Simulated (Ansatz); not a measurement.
**AlN: energy and stress against strain**

The task, for AlN: strain the cell along the Voigt pattern (0, 0, 0, 1, 0, 0).

Computed with Ansatz 0.2.0 (DFT PBEsol, scalar-relativistic, plane waves, PAW, unless a step's input says otherwise).

## 1. Starting point

Symmetry: P6_3mc, No. 186, hexagonal system. The conventional cell has a = 3.111 Å, b = 3.111 Å, c = 4.978 Å, α = 90.00°, β = 90.00°, γ = 120.00°. Around Al (site symmetry 3m) lie 4 N at 1.89 to 1.92 Å. N (site symmetry 3m) has 4 Al at 1.89 to 1.92 Å as nearest neighbours.

As a file:

```xyz
4
Lattice="3.1110 0.0000 0.0000 -1.5555 2.6942 0.0000 0.0000 0.0000 4.9780" Properties=species:S:1:pos:R:3 pbc="T T T"
Al    0.0000    1.7961    0.0000
Al    1.5555    0.8981    2.4890
N     0.0000    1.7961    1.9165
N     1.5555    0.8981    4.4055
```

The cell is taken as given, not relaxed at this level.

## 2. Setting up energy and stress against strain

The cell is strained by ε times the Voigt pattern (0, 0, 0, 1, 0, 0) (xx, yy, zz, yz, xz, xy; engineering shear), with fractional coordinates fixed (clamped ions). The stress on the pattern is the sum of the stress components weighted by it, tension positive.

## 3. At ε = -0.1000

input.yaml

```yaml
crystal:
  lattice:
    - [3.1110021516, 0.0, 0.0]
    - [-1.5555010758, 2.6942068945, -0.1347103447]
    - [0.0, -0.2489, 4.978]
  atoms:
    - { symbol: Al, position: [0.3333333333, 0.6666666667, 0.0] }
    - { symbol: Al, position: [0.6666666667, 0.3333333333, 0.5] }
    - { symbol: "N", position: [0.3333333333, 0.6666666667, 0.385] }
    - { symbol: "N", position: [0.6666666667, 0.3333333333, 0.885] }
basis:
  ecutwfc: 420
kpoints:
  mp_grid: { grid: [9, 9, 6] }
hamiltonian:
  xc: pbesol
scf:
  occupations: { method: gaussian, width: 0.05 }
output:
  forces: true
  stress: true
  eigenvalues: true
```

Started as:

```sh
$ ansatz run input.yaml --threads 1 --pin off --max-ram 1228MiB --backend cpu --events-out ev --progress --plain --runs-dir out
```

## 4. ε = 0.0750

input.yaml, as its differences from that of step 3:

```diff
@@ -3,4 +3,4 @@
     - [3.1110021516, 0.0, 0.0]
-    - [-1.5555010758, 2.6942068945, -0.1347103447]
-    - [0.0, -0.2489, 4.978]
+    - [-1.5555010758, 2.6942068945, 0.1010327585]
+    - [0.0, 0.186675, 4.978]
   atoms:
```

## 5. Point ε = -0.0500

input.yaml, as its differences from that of step 4:

```diff
@@ -3,4 +3,4 @@
     - [3.1110021516, 0.0, 0.0]
-    - [-1.5555010758, 2.6942068945, 0.1010327585]
-    - [0.0, 0.186675, 4.978]
+    - [-1.5555010758, 2.6942068945, -0.0673551724]
+    - [0.0, -0.12445, 4.978]
   atoms:
```

## 6. At ε = 0.0250

input.yaml, as its differences from that of step 5:

```diff
@@ -3,4 +3,4 @@
     - [3.1110021516, 0.0, 0.0]
-    - [-1.5555010758, 2.6942068945, -0.0673551724]
-    - [0.0, -0.12445, 4.978]
+    - [-1.5555010758, 2.6942068945, 0.0336775862]
+    - [0.0, 0.062225, 4.978]
   atoms:
```

## 7. At ε = 0.0875

input.yaml, as its differences from that of step 6:

```diff
@@ -3,4 +3,4 @@
     - [3.1110021516, 0.0, 0.0]
-    - [-1.5555010758, 2.6942068945, 0.0336775862]
-    - [0.0, 0.062225, 4.978]
+    - [-1.5555010758, 2.6942068945, 0.1178715516]
+    - [0.0, 0.2177875, 4.978]
   atoms:
```

## 8. At ε = 0.0625

input.yaml, as its differences from that of step 7:

```diff
@@ -3,4 +3,4 @@
     - [3.1110021516, 0.0, 0.0]
-    - [-1.5555010758, 2.6942068945, 0.1178715516]
-    - [0.0, 0.2177875, 4.978]
+    - [-1.5555010758, 2.6942068945, 0.0841939655]
+    - [0.0, 0.1555625, 4.978]
   atoms:
```

## 9. At ε = 0.0375

input.yaml, as its differences from that of step 8:

```diff
@@ -3,4 +3,4 @@
     - [3.1110021516, 0.0, 0.0]
-    - [-1.5555010758, 2.6942068945, 0.0841939655]
-    - [0.0, 0.1555625, 4.978]
+    - [-1.5555010758, 2.6942068945, 0.0505163793]
+    - [0.0, 0.0933375, 4.978]
   atoms:
```

## 10. Point ε = 0.0125

input.yaml, as its differences from that of step 9:

```diff
@@ -3,4 +3,4 @@
     - [3.1110021516, 0.0, 0.0]
-    - [-1.5555010758, 2.6942068945, 0.0505163793]
-    - [0.0, 0.0933375, 4.978]
+    - [-1.5555010758, 2.6942068945, 0.0168387931]
+    - [0.0, 0.0311125, 4.978]
   atoms:
```

(Steps that only read results are left out.)

What does the calculation give? Wanted: slope of the stress at ε = 0, from the points at -0.0500, 0 and 0.0125.

**Answer**, as computed:

```
                                                              quantity    value
slope of the stress at ε = 0, from the points at -0.0500, 0 and 0.0125  127 GPa
```

**Reading.** From the stress slope, C44 is about 127 GPa with the ions clamped; letting the atoms relax could not make it stiffer. The step is wide, so higher orders mix in. The undisturbed cell stays the lowest of the sampled points. The gap on the mesh stays between 3.80 and 4.07 eV.
